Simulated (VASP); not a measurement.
# GaN (P6_3mc) in VASP: a series of runs, part 2 of 2

VASP 6.6.1. Earlier steps stand in the parts before.

**5. Relaxation of cell and atoms, PBEsol**

Contents of INCAR:

```
SYSTEM = GaN
PREC = Accurate
ENCUT = 600
EDIFF = 1E-6
ISMEAR = -1
SIGMA = 0.05
LREAL = .FALSE.
LASPH = .TRUE.
NELM = 100
ALGO = Fast
ISIF = 3
LWAVE = .FALSE.
LCHARG = .FALSE.
GGA = PS
IBRION = 2
NSW = 40
EDIFFG = -0.01
```

Contents of KPOINTS:

```
Automatic mesh
0
G
  10 10 5
  0 0 0
```

Contents of POSCAR:

```
GaN
1.0
    3.1800000000      0.0000000000      0.0000000000
   -1.5900000000      2.7539607840      0.0000000000
    0.0000000000      0.0000000000      5.1660000000
Ga N
2 2
Direct
    0.6666666667      0.3333333333      0.5000000000
    0.3333333333      0.6666666667      0.0000000000
    0.6666666667      0.3333333333      0.8750000000
    0.3333333333      0.6666666667      0.3750000000
```

Started as:

```
$ cat potpaw_PBE.64/Ga_d/POTCAR potpaw_PBE.64/N/POTCAR > POTCAR
$ mpirun -np 1 vasp_std > vasp.out
```

It took 1.9 min on 1 thread of AMD EPYC 9R45 (Zen 5), shared host; peak memory 0.18 GiB.

It converged, with:

- Free energy: -26.2718 eV
- Relaxed volume: 11.35 Å³/atom
- Relaxed cell: a = 3.180 Å, b = 3.180 Å, c = 5.183 Å, α = 90.00°, β = 90.00°, γ = 120.00°
- Space group after relaxing (to 0.05 Å): P6_3mc (No. 186)
- Energy gained by relaxing: 0.5 meV/atom
- Ionic steps: 5
- Pressure after relaxing: 0.0 GPa
- Largest force after relaxing: 0.006 eV/Å
- Band gap on the k mesh: 1.90 eV, direct

Forces in eV/Å, atoms in the order of the input:
```
Ga   0.000  0.000 -0.006
Ga   0.000  0.000 -0.006
N    0.000  0.000  0.006
N    0.000  0.000  0.006
```

The path:
```
step  energy change (eV)  largest force (eV/Å)  pressure (GPa)  volume (Å³)
   1              0.0000                0.1310            0.73        45.24
   2             -0.0004                0.0886           -0.73        45.58
   3             -0.0019                0.0138           -0.15        45.42
   4             -0.0019                0.0155            0.00        45.41
   5             -0.0020                0.0058            0.01        45.41
```

Final structure:
```
Ga N
1.0
     3.18039    0.00000    0.00000
    -1.59020    2.75430    0.00000
     0.00000    0.00000    5.18337
Ga N
2 2
Cartesian
  1.5902 0.9181 2.5880
  0.0000 1.8362 5.1796
  1.5902 0.9181 4.5392
  0.0000 1.8362 1.9475
```

Levels at points of the mesh, in eV from the valence-band top:
```tsv
k point	band 15	band 16	band 17	band 18	band 19	band 20	band 21	band 22
(0.00, 0.00, 0.00)	-1.05	-0.05	0.00	0.00	1.90	4.23	9.12	9.83
(0.50, 0.00, 0.00)	-4.28	-2.79	-2.27	-1.02	4.95	5.52	5.95	8.59
```

Caveat: the PAW data sets were made with another functional, which shifts forces and pressure a little.

**6. Single point, PBE**

Contents of INCAR:

```
SYSTEM = GaN
PREC = Accurate
ENCUT = 520
EDIFF = 1E-6
ISMEAR = 0
SIGMA = 0.012
LREAL = .FALSE.
LASPH = .TRUE.
NELM = 60
ALGO = Normal
ISIF = 2
LWAVE = .FALSE.
LCHARG = .TRUE.
GGA = PE
LELF = .TRUE.
LVHAR = .TRUE.
```

KPOINTS is that of step 5.

POSCAR is that of step 5.

Potentials or basis: VASP PAW PBE potentials, release 64 (Ga_d, N).

Started as:

```
$ cat potpaw_PBE.64/Ga_d/POTCAR potpaw_PBE.64/N/POTCAR > POTCAR
$ mpirun -np 1 vasp_std > vasp.out
```

Wall time 34 s (1 thread of Intel Xeon Platinum 8559C (Emerald Rapids), shared host); peak memory 0.17 GiB.

It converged, with:

```
Free energy            : -24.2850 eV
Pressure               : 7.3 GPa
Largest force          : 0.135 eV/Å
Band gap on the k mesh : 1.97 eV, direct
```

Forces in eV/Å, atoms in the order of the input:
```
Ga   0.000  0.000 -0.135
Ga   0.000  0.000 -0.135
N    0.000  0.000  0.135
N    0.000  0.000  0.135
```

Stress tensor (GPa, compression positive):
```
6.59 0.00 0.00
0.00 6.59 0.00
0.00 0.00 8.76
```

Levels at points of the mesh, in eV from the valence-band top:
```
           k point  band 14  band 15  band 16  band 17  band 18  band 19  band 20  band 21  band 22
(0.00, 0.00, 0.00)    -1.06    -1.06    -0.06     0.00     0.00     1.97     4.30     9.26     9.92
(0.50, 0.00, 0.00)    -5.29    -4.27    -2.78    -2.26    -0.99     5.08     5.61     6.08     8.67
```

**7. The reference run**

An earlier run on the cell as given: functional PBEsol; potentials or basis VASP PAW PBE potentials, release 64 (Ga_d, N); cutoff 520 eV; k mesh 10 × 10 × 5; occupations fermi-dirac, width 0.05 eV; no spin polarisation.

- Pressure: 0.8 GPa
- Largest force: 0.131 eV/Å
- Band gap on the k mesh: 1.93 eV, direct

**8. The runs side by side**

| task | level | potentials or basis | spin | cell | k mesh | cutoff (eV) | smearing | ladder | grid for exact exchange (PRECFOCK) | screening parameter | mesh quality | gap on the mesh (eV) | pressure (GPa) | relaxed volume (Å³/atom) | largest force (eV/Å) |
| --- | --- | --- | --- | --- | --- | --- | --- | --- | --- | --- | --- | --- | --- | --- | --- |
| single point | PBE | VASP PAW PBE potentials, release 64 (Ga_d_GW, N_GW) | off | as given | 5 × 5 × 3 | 450 | gaussian 0.02 eV | - | - | - | coarse | 1.97 | - | - | 0.13 |
| relaxation of cell and atoms | LDA | VASP PAW LDA potentials, release 64 (Ga_d, N) | off | relaxed | 8 × 8 × 5 | 600 | gaussian 0.05 eV | - | - | - | not flagged | 2.11 | 0.1 | 11.10 | 0.01 |
| single point | HSE06 | VASP PAW PBE potentials, release 64 (Ga_d, N) | SOC, no magnetisation | as given | 6 × 6 × 4 | 520 | gaussian 0.02 eV | gaps | Fast | 0.2 1/A | coarse | - | 0.9 | - | 0.15 |
| relaxation of cell and atoms | PBEsol | VASP PAW PBE potentials, release 64 (Ga_d, N) | off | relaxed | 10 × 10 × 5 | 600 | fermi-dirac 0.05 eV | - | - | - | not flagged | 1.90 | 0.0 | 11.35 | 0.01 |
| single point | PBE | VASP PAW PBE potentials, release 64 (Ga_d, N) | off | as given | 10 × 10 × 5 | 520 | gaussian 0.012 eV | - | - | - | not flagged | 1.97 | 7.3 | - | 0.13 |
| single point | PBEsol | VASP PAW PBE potentials, release 64 (Ga_d, N) | off | as given | 10 × 10 × 5 | 520 | fermi-dirac 0.05 eV | free | - | - | not flagged | 1.93 | 0.8 | - | 0.13 |

Caveats: some runs use coarse meshes; the PAW data sets were made with another functional, which shifts forces and pressure a little (some runs); the cutoff is under 1.25 times the usual one of these potentials, so pressure, stress and relaxed cells hold a basis-set (Pulay) error (some runs).

Absolute energies hang on the potentials; compare differences alone.

**9. Against experiment**

Step 6. Measured gap of GaN: 3.503 eV (direct; quoted in “Studying electronic properties in GaN without electrical contacts using γ-γ vs e−-γ Perturbed Angular Correlations”, 2019, pmc:6823545). This calculation gives 1.97 eV (-1.53 eV). Spin-orbit coupling on Ga is left out. The value is that of PBE, without temperature or zero-point motion. Semilocal functionals fall short of measured gaps as a rule.
